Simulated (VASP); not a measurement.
Here is a VASP 6.6.1 calculation.

Contents of INCAR:

```
PREC     = Accurate       # precision mode
ENCUT    = 980            # plane-wave cutoff, eV
EDIFF    = 1E-7           # SCF threshold, eV
ISMEAR   = -5             # smearing method
SIGMA    = 0.05           # smearing width, eV
LREAL    = False          # projectors in reciprocal space
LASPH    = True           # aspherical terms in the spheres
NELM     = 80             # most SCF steps
ALGO     = Normal         # electronic algorithm
ISIF     = 5              # what is computed and relaxed
LWAVE    = False          # write WAVECAR
LCHARG   = False          # write CHGCAR
MAGMOM   = 0 0 0.5 0 0 0  # initial moments
LORBIT   = 11             # projections on sites
LSORBIT  = True           # spin-orbit coupling
GGA_COMPAT= False        
LORBMOM  = True         
LMAXMIX  = 4              # l up to which the mixer works
GGA      = PE             # functional
IVDW     = 12             # dispersion correction
IBRION   = 2              # ionic algorithm
NSW      = 60             # ionic steps
EDIFFG   = -0.005         # ionic threshold
```

File KPOINTS:

```
Automatic mesh
0
Gamma
  6 6 6
```

Contents of POSCAR:

```
WS
1.0
    3.4448484800      0.0000000000      0.0000000000
    0.0000000000      3.4448484800      0.0000000000
    0.0000000000      0.0000000000      3.4448484800
W S
1 1
Direct
    0.5000000000      0.5000000000      0.5000000000
    0.0000000000      0.0000000000      0.0000000000
```

Potentials or basis: VASP PAW PBE potentials, release 64 (W_sv, S_h).

Launch:

```bash
$ cat potpaw_PBE.64/W_sv/POTCAR potpaw_PBE.64/S_h/POTCAR > POTCAR
$ mpirun -np 1 vasp_ncl > vasp.out
```

Task: Estimate the dispersion energy per atom.

Result: -0.489 eV.

Task: Predict the net moment.

Result: 0.00 μB per cell.

Final structure:
```xyz
2
Lattice="3.4448 0.0000 0.0000 0.0000 3.4448 0.0000 0.0000 0.0000 3.4448" Properties=species:S:1:pos:R:3 pbc="T T T"
W     1.7224    1.7224    1.7224
S     0.0000    0.0000    0.0000
```

Caveat: the relaxation stopped at its first step, so nothing moved.
